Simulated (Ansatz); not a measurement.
MoS2:

```
Mo S
1.0
     1.58000    0.91221    6.15000
    -1.58000    0.91221    6.15000
     0.00000   -1.82443    6.15000
Mo S
1 2
Direct
  0.00000 0.00000 0.00000
  0.41700 0.41700 0.41700
  0.25000 0.25000 0.25000
```

Measurements of this composition are mostly on another form, of space group No. 194.

Base run:

| Item | Value |
| --- | --- |
| Program | Ansatz 0.2.0 |
| Functional | LDA |
| Potentials or basis | Ansatz PAW |
| Cutoff | 420 eV (not typed: the program's choice for these potentials) |
| k mesh | 6 × 6 × 6 |
| Occupations | fermi-dirac, width 0.05 eV |
| Spin | no spin polarisation |

Its results: band gap on the k mesh 0.87 eV, indirect (least direct gap 1.70 eV); pressure -2.4 GPa; largest force 0.087 eV/Å.

Question: The run is repeated on the same cell with these changes: functional from LDA to PBEsol. What comes out?

Answer: Band gap on the k mesh 0.90 eV, indirect (least direct gap 1.71 eV); pressure 0.3 GPa; largest force 0.266 eV/Å.

PBEsol binds less tightly than LDA, so the same cell stands under more pressure.

Caveats: the PAW data sets come from PBE, with cores solved anew for the run's functional, which leaves a small shift of forces and pressure.
